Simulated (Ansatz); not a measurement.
The cell is a 14-atom cell of Ge3N4 started from a crystallographic database; cell and atoms were relaxed with r2SCAN. Space group Fd-3m (No. 227), cubic; a = 8.215 Å in the conventional setting, 9.90 Å³ an atom. Around Ge lie 6 N at 1.99 Å; around Ge lie 4 N at 1.89 Å; around N lie 4 Ge at 1.89–1.99 Å.

```cif
data_structure
_symmetry_space_group_name_H-M 'P 1'
_symmetry_Int_Tables_number 1
_cell_length_a 5.8092
_cell_length_b 5.8092
_cell_length_c 5.8092
_cell_angle_alpha 60.000
_cell_angle_beta 60.000
_cell_angle_gamma 60.000
_cell_volume 138.62
loop_
_atom_site_label
_atom_site_type_symbol
_atom_site_fract_x
_atom_site_fract_y
_atom_site_fract_z
_atom_site_occupancy
Ge1 Ge 0.62500 0.62500 0.62500 1
Ge2 Ge 0.12500 0.62500 0.62500 1
Ge3 Ge 0.62500 0.62500 0.12500 1
Ge4 Ge 0.62500 0.12500 0.62500 1
Ge5 Ge 0.00000 0.00000 0.00000 1
Ge6 Ge 0.25000 0.25000 0.25000 1
N1 N 0.38310 0.38310 0.38310 1
N2 N 0.39929 0.86690 0.86690 1
N3 N 0.38310 0.38310 0.85071 1
N4 N 0.86690 0.39929 0.86690 1
N5 N 0.85071 0.38310 0.38310 1
N6 N 0.86690 0.86690 0.86690 1
N7 N 0.38310 0.85071 0.38310 1
N8 N 0.86690 0.86690 0.39929 1
```

3 runs of Ansatz 0.2.0 on this cell differ in the functional (and in the settings that go with it). Levels are in eV from each run's valence top; v1 is the last filled band, c1 the first empty one.

Run A, mean stress 0.0 GPa (compression positive):

| point | v4 | v3 | v2 | v1 | c1 | c2 |
| --- | --- | --- | --- | --- | --- | --- |
| Γ | -0.34 | -0.03 | -0.03 | -0.03 | 2.68 | 2.68 |
| X | -1.01 | -1.01 | -0.19 | -0.19 | 5.55 | 5.55 |
| U | -1.52 | -1.20 | -0.64 | -0.06 | 5.58 | 5.65 |
| L | -0.71 | -0.62 | -0.11 | -0.11 | 4.25 | 4.46 |
| W | -1.21 | -1.21 | -0.45 | -0.45 | 5.96 | 5.96 |
| K–Γ (0.25) | -1.14 | -1.11 | -0.73 | 0.00 | 4.72 | 5.36 |

Run B, mean stress -2.5 GPa (compression positive):

| point | v4 | v3 | v2 | v1 | c1 | c2 |
| --- | --- | --- | --- | --- | --- | --- |
| Γ | -0.38 | -0.05 | -0.05 | -0.05 | 4.16 | 4.16 |
| X | -1.04 | -1.04 | -0.22 | -0.22 | 7.26 | 7.26 |
| U | -1.62 | -1.26 | -0.69 | -0.07 | 7.26 | 7.37 |
| L | -0.74 | -0.68 | -0.12 | -0.12 | 5.82 | 6.12 |
| W | -1.29 | -1.29 | -0.49 | -0.49 | 7.73 | 7.73 |
| K–Γ (0.25) | -1.21 | -1.19 | -0.79 | 0.00 | 6.31 | 7.01 |

Run C, mean stress -2.3 GPa (compression positive):

| point | v4 | v3 | v2 | v1 | c1 | c2 |
| --- | --- | --- | --- | --- | --- | --- |
| Γ | -0.38 | -0.05 | -0.05 | -0.05 | 3.44 | 3.44 |
| X | -1.03 | -1.03 | -0.22 | -0.22 | 6.51 | 6.51 |
| U | -1.60 | -1.25 | -0.69 | -0.07 | 6.51 | 6.62 |
| L | -0.74 | -0.68 | -0.12 | -0.12 | 5.09 | 5.38 |
| W | -1.28 | -1.28 | -0.48 | -0.48 | 6.97 | 6.97 |
| K–Γ (0.25) | -1.20 | -1.18 | -0.78 | 0.00 | 5.56 | 6.26 |

Problem. Match the runs to r2SCAN, HSE06, PBE0.

Solution. A is r2SCAN, B is PBE0, C is HSE06. In order of the gap: r2SCAN 2.68, HSE06 3.44, PBE0 4.16 eV. The stress vanishes for r2SCAN, which relaxed the cell.

Spin-unpolarised throughout; all numbers are computed.

Spin-orbit coupling is left out.

The program warns that its thresholds are loose for a hybrid's stress.

Where an edge lies off the special points, it is a point of the mesh or the k point where a search put PBE's edge or least direct gap, reused for the other functionals, whose own edges may lie a little apart.

The meshes of the hybrids are coarse, so their gaps aren't converged to the digits shown.
